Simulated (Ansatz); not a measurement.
The system is MgO.

```
Mg O
1.0
     0.00000    2.09700    2.09700
     2.09700    0.00000    2.09700
     2.09700    2.09700    0.00000
Mg O
1 1
Direct
  0.00000 0.00000 0.00000
  0.50000 0.50000 0.50000
```

The cell is a database's computed one.

Base run:

```yaml
Program: Ansatz 0.2.0
Functional: PBEsol
Potentials_or_basis: all-electron PAW datasets made for the crystal
Cutoff: 360 eV
Density_cutoff: 1800 eV
k_mesh: 8 × 8 × 8
Occupations: fermi-dirac, width 0.05 eV
Spin: no spin polarisation
```

Its results: band gap on the k mesh 4.76 eV, direct; pressure 2.4 GPa.

Task: After a change of settings the same cell gave: band gap on the k mesh 4.86 eV, direct; pressure 7.0 GPa. Which change was it?
A. functional from PBEsol to PBE; k mesh from 8 × 8 × 8 to 6 × 6 × 6
B. potentials or basis from all-electron PAW datasets made for the crystal to all-electron LAPW, scalar-relativistic; cutoff from 360 eV to 316 eV; density cutoff from 1800 eV to 1263 eV; k mesh from 8 × 8 × 8 to 11 × 11 × 11
C. potentials or basis from all-electron PAW datasets made for the crystal to all-electron LAPW, non-relativistic; cutoff from 360 eV to 316 eV; density cutoff from 1800 eV to 1263 eV; k mesh from 8 × 8 × 8 to 11 × 11 × 11

Result: A.

Caveats: some runs use coarse meshes.

Not every run made on this cell is shown here.
